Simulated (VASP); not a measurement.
# BN (P6_3/mmc) in VASP: further runs, part 2 of 2

VASP 6.6.1. The steps go on from the part before.

**5. Relaxation of shape and atoms at fixed volume, LDA (a relaxed cell with its volume scaled by 0.97)**

INCAR reads:

```
SYSTEM = BN
PREC = Accurate
ENCUT = 520
EDIFF = 1E-7
ISMEAR = 0
SIGMA = 0.02
LREAL = .False.
LASPH = .True.
NELM = 80
ALGO = Normal
ISIF = 4
LWAVE = .False.
LCHARG = .False.
IBRION = 2
NSW = 80
EDIFFG = -0.002
```

KPOINTS reads:

```
Automatic mesh
0
Gamma
  15 15 6
  0 0 0
```

POSCAR reads:

```
BN                                      
1.0
    2.4655187141      0.0000000000      0.0000000000
   -1.2327593571      2.1352018352      0.0000000000
    0.0000000000      0.0000000000      6.3957365733
  B               N             
     2     2
Direct
     0.3333333300000021    0.6666666699999979    0.2500000000000000
     0.6666666699999979    0.3333333300000021    0.7500000000000000
     0.3333333300000021    0.6666666699999979    0.7500000000000000
     0.6666666699999979    0.3333333300000021    0.2500000000000000
```

Potentials or basis: VASP PAW LDA potentials, release 64 (B, N).

The run is started by

```sh
> cat potpaw_LDA.64/B/POTCAR potpaw_LDA.64/N/POTCAR > POTCAR
> mpirun -np 1 vasp_std > vasp.out
```

OUTCAR:

```text
SYSTEM = BN
   PREC = Accurate
   ENCUT = 520
   EDIFF = 1E-7
   ISMEAR = 0
   LREAL = .False.
   LASPH = .True.
   NELM = 80
   ISIF = 4
   IBRION = 2
   NSW = 80
   EDIFFG = -0.002

 ion  position               nearest neighbor table
   1  0.333  0.667  0.250-   4 1.42   4 1.42   4 1.42
   2  0.667  0.333  0.750-   3 1.42   3 1.42   3 1.42
   3  0.333  0.667  0.750-   2 1.42   2 1.42   2 1.42
   4  0.667  0.333  0.250-   1 1.42   1 1.42   1 1.42

  LATTYP: Found a hexagonal cell.
 ALAT       =     2.4655187141
 C/A-ratio  =     2.5940734243

  Lattice vectors:

 A1 = (   2.4655187141,   0.0000000000,   0.0000000000)
 A2 = (  -1.2327593571,   2.1352018352,   0.0000000000)
 A3 = (   0.0000000000,   0.0000000000,   6.3957365733)

Analysis of symmetry for initial positions (statically):
=====================================================================
 Subroutine PRICEL returns:
 Original cell was already a primitive cell.

 Routine SETGRP: Setting up the symmetry group for a
 hexagonal supercell.

 Subroutine GETGRP returns: Found 24 space group operations
 (whereof 12 operations were pure point group operations)
 out of a pool of 24 trial point group operations.

The static configuration has the point symmetry D_3d.
 The point group associated with its full space group is D_6h.

Analysis of symmetry for dynamics (positions and initial velocities):
=====================================================================
 Subroutine PRICEL returns:
 Original cell was already a primitive cell.

 Routine SETGRP: Setting up the symmetry group for a
 hexagonal supercell.

 Subroutine GETGRP returns: Found 24 space group operations
 (whereof 12 operations were pure point group operations)
 out of a pool of 24 trial point group operations.

The dynamic configuration has the point symmetry D_3d.
 The point group associated with its full space group is D_6h.

 Subroutine INISYM returns: Found 24 space group operations
[... 136 lines left out ...]
  volume of cell :       33.67
 maximum number of plane-waves:       926
   NGX =  9   NGY =  9   NGZ = 23

--------------------------------------- Ionic step        1  -------------------------------------------

 number of electron      15.9999998 magnetization

 Free energy of the ion-electron system (eV)
  ---------------------------------------------------
  ext. energy  EPLUGINS =         0.00000000
  ---------------------------------------------------
  free energy    TOTEN  =       -38.55331044 eV

  energy without entropy =      -38.55331044  energy(sigma->0) =      -38.55331044

------------------------ aborting loop because EDIFF is reached ----------------------------------------

  FORCE on cell =-STRESS in cart. coord.  units (eV):
  Direction    XX          YY          ZZ          XY          YZ          ZX
  --------------------------------------------------------------------------------------
  -------------------------------------------------------------------------------------
  Total        2.5687680      2.5687680      0.0734517     -0.0000000      0.0000000      0.0000000
  in kB      122.2355850    122.2355845      3.4952205     -0.0000000      0.0000000      0.0000000
  external PRESSURE =      82.6554633 kB  Pullay stress =       0.0000000 kB
[... 63 lines left out ...]
--------------------------------------- Ionic step        3  -------------------------------------------

 number of electron      15.9999998 magnetization

 Free energy of the ion-electron system (eV)
  ---------------------------------------------------
  ext. energy  EPLUGINS =         0.00000000
  ---------------------------------------------------
  free energy    TOTEN  =       -38.57652160 eV

  energy without entropy =      -38.57652160  energy(sigma->0) =      -38.57652160

 E-fermi :   2.8577     XC(G=0): -10.9105

 val. band max:        2.7714761857   @ k =   0.3333   0.2667   0.0000
 cond. band min:       6.7943553934   @ k =   0.4667   0.0667   0.0000
 fundamental gap:      4.0228792077
 Fermi energy:         2.8576613242

 k-point     1 :       0.0000    0.0000    0.0000
  band No.  band energies     occupation
      1     -15.0653      2.00000
      2     -14.5940      2.00000
      3      -3.9867      2.00000
      4      -1.1358      2.00000
      5       1.3853      2.00000
      6       1.3853      2.00000
      7       1.4487      2.00000
      8       1.4487      2.00000
      9       8.0833      0.00000
     10      13.5146      0.00000
     11      14.2598      0.00000
     12      14.2598      0.00000
[... 331 lines left out ...]
 k-point    24 :       0.4000    0.2000    0.0000
  band No.  band energies     occupation
      1     -11.3541      2.00000
      2     -11.2658      2.00000
      3      -5.8379      2.00000
      4      -5.7026      2.00000
      5      -3.2599      2.00000
      6      -3.1403      2.00000
      7       1.6665      2.00000
      8       2.6899      2.00000
      9       7.1581      0.00000
     10       8.2324      0.00000
     11      14.3248      0.00000
     12      14.5456      0.00000

 [... further k-points ...]
[... 5 lines left out ...]
  --------------------------------------------------------------------------------------
  -------------------------------------------------------------------------------------
  Total        0.2124484      0.2124484      0.2169480     -0.0000000     -0.0000000      0.0000000
  in kB       10.1094178     10.1094177     10.3235361     -0.0000000     -0.0000000      0.0000000
  external PRESSURE =      10.1807906 kB  Pullay stress =       0.0000000 kB
[... 19 lines left out ...]
  FREE ENERGIE OF THE ION-ELECTRON SYSTEM (eV)
  ---------------------------------------------------
  free  energy   TOTEN  =       -38.5765215962 eV

  energy  without entropy=      -38.5765215962  energy(sigma->0) =      -38.57652160

 reached required accuracy - stopping structural energy minimisation
```

OSZICAR:

```text
N       E                     dE             d eps       ncg     rms          rms(c)
DAV:   1     0.575567345280E+02    0.57557E+02   -0.84977E+03  2600   0.124E+03
[... 24 lines left out ...]
DAV:   1    -0.385769176303E+02   -0.53681E-03   -0.17636E-02  2604   0.120E+00    0.849E-02
DAV:   2    -0.385766397723E+02    0.27786E-03   -0.31157E-04  3184   0.149E-01    0.472E-02
DAV:   3    -0.385765236595E+02    0.11611E-03   -0.23528E-04  3172   0.117E-01    0.101E-02
DAV:   4    -0.385765218490E+02    0.18104E-05   -0.91145E-06  3172   0.266E-02    0.297E-03
DAV:   5    -0.385765217296E+02    0.11948E-06   -0.21343E-06  3164   0.119E-02    0.252E-03
DAV:   6    -0.385765215961E+02    0.13347E-06   -0.44106E-07  2972   0.561E-03    0.281E-04
DAV:   7    -0.385765215962E+02   -0.10823E-09   -0.15022E-08  1500   0.110E-03
   3 F= -.38576522E+02 E0= -.38576522E+02  d E =-.232112E-01
```

Wall time 51 s (1 thread of AMD EPYC 7R13 (Zen 3), shared host); peak memory 0.12 GiB.

What came out:

* Free energy: -38.5765 eV
* Energy gained by relaxing: 5.8 meV/atom
* Ionic steps: 3
* Pressure after relaxing: 1.0 GPa
* Band gap on the k mesh: 4.02 eV, indirect (least direct gap 4.36 eV)

Step by step:
```tsv
step	energy change (eV)	largest force (eV/Å)	pressure (GPa)	volume (Å³)
1	0.0000	0.0000	8.27	33.67
2	-0.0231	0.0000	0.47	33.67
3	-0.0232	0.0000	1.02	33.67
```

Final structure:
```xyz
4
Lattice="2.4887 0.0000 0.0000 -1.2444 2.1553 0.0000 0.0000 0.0000 6.2770" Properties=species:S:1:pos:R:3 pbc="T T T"
B     0.0000    1.4369    1.5693
B     1.2444    0.7184    4.7078
N     0.0000    1.4369    4.7078
N     1.2444    0.7184    1.5693
```

Caveat: an odd mesh through Γ misses points on the zone boundary, where band edges often lie.

**6. Overview**

```csv
task,cell,gap on the mesh (eV),pressure (GPa)
relaxation of cell and atoms,relaxed,4.06,0.0
relaxation of shape and atoms at fixed volume,relaxed at fixed volume,4.06,0.0
relaxation of shape and atoms at fixed volume,relaxed at fixed volume from: a relaxed cell with its volume scaled by 0.97,4.02,1.0
```

Alike in all rows: level LDA; potentials or basis VASP PAW LDA potentials, release 64 (B, N); no spin polarisation; k mesh 15 × 15 × 6; cutoff (eV) 520; smearing gaussian 0.02 eV.

Caveats: an odd mesh through Γ misses points on the zone boundary, where band edges often lie; the relaxation stopped at its first step, so nothing moved (some runs).

Absolute energies hang on the potentials; compare differences alone.
